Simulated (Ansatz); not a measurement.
**What spin–orbit coupling does to the bands of Sn**

```xyz
1
Lattice="-1.5908 1.5908 2.9156 1.5908 -1.5908 2.9156 1.5908 1.5908 -2.9156" Properties=species:S:1:pos:R:3 pbc="T T T"
Sn    0.0000    0.0000    0.0000
```

The cell is COD entry 1540069, as deposited and not checked against the literature; nothing was relaxed.

All numbers are computed: DFT, PBE, all-electron LAPW, scalar-relativistic (Ansatz 0.2.0); DFT, PBE, all-electron LAPW, Dirac equation with spin-orbit coupling (Ansatz 0.2.0).

Numerical set-up: a Γ-centred 15×15×18 k mesh, Fermi–Dirac smearing of 0.08 eV, basis error target 0.25 meV/atom, no spin polarisation; this mesh doesn't keep the crystal's whole symmetry, which leaves small spurious terms.

Levels between -4 and 3 eV, each run counted from its own valence-band top where it has a gap, else its Fermi level. Scalar levels are listed once for both spins; with the coupling every spinor state is counted. Levels near the edges of the range can cross them.

Q: At P (0.250, 0.250, 0.250) the scalar-relativistic levels are -3.60, -1.44 (×2), 1.09. What are they with spin–orbit coupling?

A: -3.58 (×2), -1.63 (×2), -1.26 (×2), 1.12 (×2).
